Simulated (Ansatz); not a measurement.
Take a crystal in which C has been replaced by Pb on all its sites, with the cell rescaled by a rough guess (in some cases also distorted within its space group) and nothing relaxed:

```
Pb
1.0
     0.00000    2.73269    2.73269
     2.73269    0.00000    2.73269
     2.73269    2.73269    0.00000
Pb
2
Direct
  0.50000 0.50000 0.50000
  0.75000 0.75000 0.75000
```

All numbers below come from DFT PBE, scalar-relativistic, plane waves, PAW in Ansatz.

Settings: cutoff 420 eV, Γ-centred mesh 14×14×14 on the computed 2-atom cell, Gaussian smearing of 0.10 eV; no spin polarisation.

(1) Will this cell want to expand or contract, and how hard?

(2) Is it a metal on this mesh?

Spin-orbit coupling is left out, which matters for the bands of heavy elements.

## Answers

(1) The pressure is 126.7 GPa (positive in compression), so the cell would expand.

(2) Yes, a band crosses the Fermi level.

This diamond-type form isn't the element's structure at ambient conditions.